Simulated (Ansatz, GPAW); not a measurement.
Given: the input of a run of GPAW 26.7.0 (ASE script) on HfN. 

File run.py:

```python
from ase import Atoms
from ase.dft.bandgap import bandgap
from ase.io import write
from ase.units import Bohr, GPa
from gpaw import GPAW, PW
from gpaw.elf import elf_from_dft_calculation

atoms = Atoms(['Hf', 'N'],
              cell=[[0.0, 2.256, 2.256],
                    [2.256, 0.0, 2.256],
                    [2.256, 2.256, 0.0]],
              scaled_positions=[[0.0, 0.0, 0.0],
                                [0.5, 0.5, 0.5]],
              pbc=True)

calc = GPAW(mode=PW(800),
            xc='RPBE',
            kpts={'size': (10, 10, 10), 'gamma': True},
            occupations={'name': 'methfessel-paxton', 'order': 0, 'width': 0.1},
            nbands=19,
            convergence={'density': 1e-05, 'energy': 1e-05},
            maxiter=150,
            txt='gpaw.txt')
atoms.calc = calc
energy = atoms.get_potential_energy()
forces = atoms.get_forces()
stress = atoms.get_stress()
calc.write('gs.gpw')
write('result.traj', atoms)
print(f'Energy: {energy:.6f} eV')
print('Forces (eV/A):')
print(forces.round(4))
print('Stress (GPa):', (stress / GPa).round(3))
print('Fermi level:', round(calc.get_fermi_level(), 4), 'eV')
print(f'Gap: {bandgap(calc)[0]:.4f} eV, direct: {bandgap(calc, direct=True)[0]:.4f} eV')

# fields on the real-space grid
write('density.cube', atoms, data=calc.get_pseudo_density() * Bohr**3)
write('potential.cube', atoms, data=calc.get_electrostatic_potential())
write('elf.cube', atoms, data=elf_from_dft_calculation(calc).data)
```

Potentials or basis: the program's PAW data sets (release 1.2.1) made for this functional, pw.

The run is started by

```sh
$ OMP_NUM_THREADS=1 python run.py
```

Set up the same calculation for Ansatz 0.2.0. Potentials or basis there: Ansatz PAW, cutoff 420 eV.

As run (cutoffs and basis follow the program's own potentials, and thresholds, step limits or extra output files can differ):

The input input.yaml:

```yaml
crystal:
  lattice:
    - [0.0, 2.256, 2.256]
    - [2.256, 0.0, 2.256]
    - [2.256, 2.256, 0.0]
  atoms:
    - { symbol: Hf, position: [0.0, 0.0, 0.0] }
    - { symbol: "N", position: [0.5, 0.5, 0.5] }
hamiltonian:
  xc: rpbe
  pseudopotentials: { kind: paw }
kpoints:
  mp_grid: { grid: [10, 10, 10] }
scf:
  occupations: { method: gaussian, width: 0.1 }
output:
  forces: true
  stress: true
  eigenvalues: true
```

Potentials or basis: Ansatz PAW.

Command:

```console
$ ansatz run input.yaml --threads 2 --pin off --max-ram 5632MiB --backend cpu --events-out ev --progress --plain --runs-dir out
```

Both were run:

|  | GPAW | Ansatz |
| --- | --- | --- |
| Pressure | 12.0 GPa | 11.3 GPa |

Ansatz's pressure holds a Pulay term of +0.46 GPa for its cutoff of 420 eV, which the other run lacks.

The potentials hold 17 and 31 valence electrons a cell.

Ansatz's potentials were made for PBE.

Where Ansatz's input types no cutoff or centring, it takes its own default and a Γ-centred mesh.

The cell lies far from this level's equilibrium.

Pressure is positive in compression.
